Q: I stretched and squeezed a cubic TiAl crystal along one cube edge and held the other two edges at their original length. The energy rises both ways, which looks like a stable crystal. Yet the axial stress changes far more per unit strain in compression than in stretch. Why does the crystal go soft?

CsCl-type TiAl (a = 3.179 Å, not relaxed at this level) is strained along one cube edge, with the other edges and fractional coordinates fixed. Ansatz 0.2.0 was used with r2SCAN, scalar-relativistic plane-wave PAW, no spin polarisation, 500 eV cutoff, 16×16×16 k mesh and 0.15 eV Gaussian smearing. Free energies are relative to zero strain; pressure is positive in compression.

```
strain  energy change (meV/atom)  tensile stress along pattern (GPa)  pressure (GPa)
  -0.1                      64.3                              -16.02           14.95
 -0.05                      11.2                               -5.83            5.97
     0                       0.0                                0.80           -0.80
 0.025                       4.7                                2.81           -3.53
 0.075                      24.8                                5.04           -8.01
```

A: Your strain $\varepsilon$, the fractional change of one edge, does two things at once. It changes the volume by the fraction $\varepsilon$, and it turns the cube into a square prism. Think of the two limits. If all edges changed alike, only the volume would respond; if one edge grew while the sides shrank to keep the volume, only the shape would.

The stress splits in the same way. Let $\sigma_a$ be the tensile stress along the pattern, $\sigma_l$ the tension across the held sides and $p$ the pressure, positive in compression. Since $-p$ is the average tension over the three axes,

$$\sigma_l=\frac{-3p-\sigma_a}{2},\qquad \sigma_a=-p+\tfrac{2}{3}(\sigma_a-\sigma_l).$$

The first term of $\sigma_a$ is mainly the answer to the volume change, the second the answer to the change of shape.

Q: Which of the two goes soft?

A: Both do. From the first interval of the scan to the last, the slope of the axial stress falls from 204 to 45 GPa. Of this loss of 159 GPa, the mean stress accounts for 90 and the shape term for 69.

The volume part is ordinary behaviour. Squeezed atoms repel each other ever more steeply, while the cohesion that holds a stretched crystal together weakens with distance. Most solids therefore stiffen under pressure and soften under tension, and here the slope of the mean stress halves across the scan.

Q: And the shape part? I thought a distorted cube would always pull back.

A: Not when you stretch this one. In both stretched rows the sides, whose length never changed, carry more tension than the axis you pulled. At $\varepsilon=0.075$ they carry 9.5 GPa against 5.0 GPa along the axis. At fixed volume, the crystal would therefore lower its energy by drawing in its sides and becoming a still longer prism.

Near the cube, $\sigma_a-\sigma_l$ is proportional to strain, and the factor is the difference of elastic constants $C_{11}-C_{12}$. It comes out between −27 and −30 GPa, depending on how the slope is taken, and the slight tension in the starting cell alters it by less than 2 GPa. A stable cubic crystal needs a positive value. At this level of theory, without magnetism or thermal motion, the cube is therefore unstable against a change of shape at constant volume.

Q: Then why does the energy rise on both sides?

A: Because your strain also changes the volume, and that is expensive. Integrating the two parts of the stress up to $\varepsilon=0.075$ gives a cost of about 35 meV/atom for the mean part and a gain of about 9 for the shape part. A rising energy along one path shows only that this path is uphill. A neighbouring scan that lengthened one edge and narrowed the sides at constant volume should start downhill, as the negative $C_{11}-C_{12}$ implies.

Q: Where would such a path lead?

A: Known physics gives the direction. The stable form of TiAl is L1₀, a tetragonal structure of alternating Ti and Al layers. It is reached from the CsCl type by lengthening one edge and drawing in the other two, which is called the Bain path. Your stretched crystals have begun the lengthening, but the held sides prevent the narrowing.

Geometry shows why the nearest neighbours offer little resistance. The eight Ti–Al contacts lie along the cube diagonals, and a slight lengthening of one edge, with the sides drawn in to keep the volume, leaves their length unchanged to first order. Forces acting only along those contacts would still put more tension on the stretched axis than on the sides, contrary to the table. Something beyond these forces must therefore take part, such as more distant neighbours, forces that depend on bond angles or the metallic electrons; this scan can't tell which dominates.

Q: If the cube is unstable, why is the shape stress so small in compression?

A: Two terms describe the stress difference in this scan. The first, proportional to $\varepsilon$, is the instability, which drives the crystal away from the cube in either direction. The second, in $\varepsilon^2$, favours the longer prism whichever way you strain. Symmetry allows such a term, because flattening a cube and lengthening it are not equivalent. In stretch the two add; in compression they oppose each other and nearly cancel at $\varepsilon=-0.05$, while at −0.1 the second one wins and the crystal pushes back towards the cube.

Q: Can I calculate the stress from this?

A: Yes, with two short formulas. The Murnaghan equation of state, in which the bulk modulus grows linearly with pressure, was fitted to the pressures of all five rows. A linear and a quadratic term were fitted to the stress differences of the same rows. For $\varepsilon=0.075$, in GPa,

$$p=-0.80+26.0\,(1.075^{-4.5}-1)=-8.02,$$

$$\sigma_a-\sigma_l=-27(0.075)-433(0.075)^2=-4.46,$$

$$\sigma_a=8.02-\tfrac{2}{3}(4.46)=5.05.$$

The table has 5.04, but this row was part of both fits. The energies were not, so they test whether the stresses and energies agree. For this row the integrated stress gives 25.8 meV/atom against 24.8 in the table, about 4 % too high, and the other rows agree more closely. The split into two parts has a limit of its own: it assigns the whole mean stress to volume, although the shape changes along the same path. For the same reason the term in $\varepsilon^2$ mixes a pure effect of shape with the change of $C_{11}-C_{12}$ with volume, and one scan can't separate them. The printed output below lists both parts row by row.

Q: One thing still bothers me. When I divide the energy by $\varepsilon^2$ to get a stiffness, the values jump up and down along the scan.

A: That comes from the starting cell, which was not relaxed and is under 0.80 GPa of tension. This adds an energy linear in strain, which raises the cost of stretching and lowers that of squeezing. At $\varepsilon=0.025$ it makes up about 2 of the 4.7 meV/atom. Once it is subtracted, the stiffness falls steadily from the most compressed row to the most stretched one.

Q: What should an engineer take from the axial slope?

A: It is the stiffness of a crystal whose sides cannot move, not Young's modulus, for which the sides must be free. Nor does the scan give a strength, because the axial stress is still rising in the last row. With free sides this cube would have no stable stiffness to measure, because it lowers its energy by narrowing as it lengthens.

Printed output of the fit:

```
fit of dp on 5 rows: coefficient of (1+strain)**(-s) - 1 25.98 +/- 0.022, s 4.5; rms 0.0123, worst -0.05 -0.0255, leave-one-out rms 0.0527
fit of dev on 5 rows: coefficient of strain -27.15 +/- 0.69, coefficient of strain**2 -433.4 +/- 8; rms 0.0658, worst 0.025 0.13, leave-one-out rms 0.138
Stresses in GPa and slopes from the row before in GPa:
    row  lateral tension  axial minus lateral  axial slope  mean part  shape part
   -0.1           -14.41               -1.605          n/a        n/a         n/a
  -0.05            -6.04                 0.21        203.8      179.6        24.2
    0.0              0.8            -1.11e-16        132.6      135.4        -2.8
  0.025             3.89                -1.08         80.4      109.2       -28.8
  0.075            9.495               -4.455         44.6       89.6         -45
Energies in meV/atom and stiffness in GPa (0 in the reference row means undefined):
    row  energy from stress model  mean part  shape part  zero smearing  axial/lateral  neighbour model ratio  raw stiffness  without residual tension
   -0.1                     63.98       63.4       0.582          64.57          1.111                   0.81          128.2                     144.2
  -0.05                     11.04      12.11      -1.062          11.27         0.9652                 0.9025          89.33                     121.3
    0.0                         0          0           0              0              1                      1              0                         0
  0.025                      4.79      5.509     -0.7182          5.097         0.7224                  1.051          149.9                     85.95
  0.075                     25.78      34.96      -9.181          26.03         0.5308                  1.156          87.91                     66.58
Fall of axial slope over the scan in GPa: 159.2
Fall of its mean part in GPa: 90
Fall of its shape part in GPa: 69.2
Bulk modulus at the reference in GPa: 116.9
C11-C12 from the nearest rows in GPa: -30.2
C11 from the two fits in GPa: 98.8
C12 from the two fits in GPa: 125.9
Strain of zero axial stress, linear estimate: -0.008097
Energy gained there in meV/atom: 0.3249
Rms miss of axial stress, volume alone, in GPa: 1.449
Rms miss of axial stress, volume and shape, in GPa: 0.05074
```
